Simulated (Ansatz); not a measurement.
The system is ZnSe (Stilleite).

```xyz
2
Lattice="0.0000 2.8338 2.8338 2.8338 0.0000 2.8338 2.8338 2.8338 0.0000" Properties=species:S:1:pos:R:3 pbc="T T T"
Se    4.2507    4.2507    4.2507
Zn    0.0000    0.0000    0.0000
```

Base run:

```yaml
Program: Ansatz 0.2.0
Functional: BLYP
Potentials_or_basis: all-electron LAPW, scalar-relativistic
Cutoff: 311 eV
Density_cutoff: 1244 eV
Basis_error_allowed: 0.001 eV/atom
k_mesh: 8 × 8 × 8
Occupations: fermi-dirac, width 0.05 eV
Spin: no spin polarisation
```

Its results: band gap on the k mesh 1.23 eV, direct; pressure 5.5 GPa.

The run is repeated on the same cell with these changes: functional from BLYP to RPBE. What comes out?

Band gap on the k mesh 1.46 eV, direct; pressure 4.4 GPa.

Not every run made on this cell is shown here.
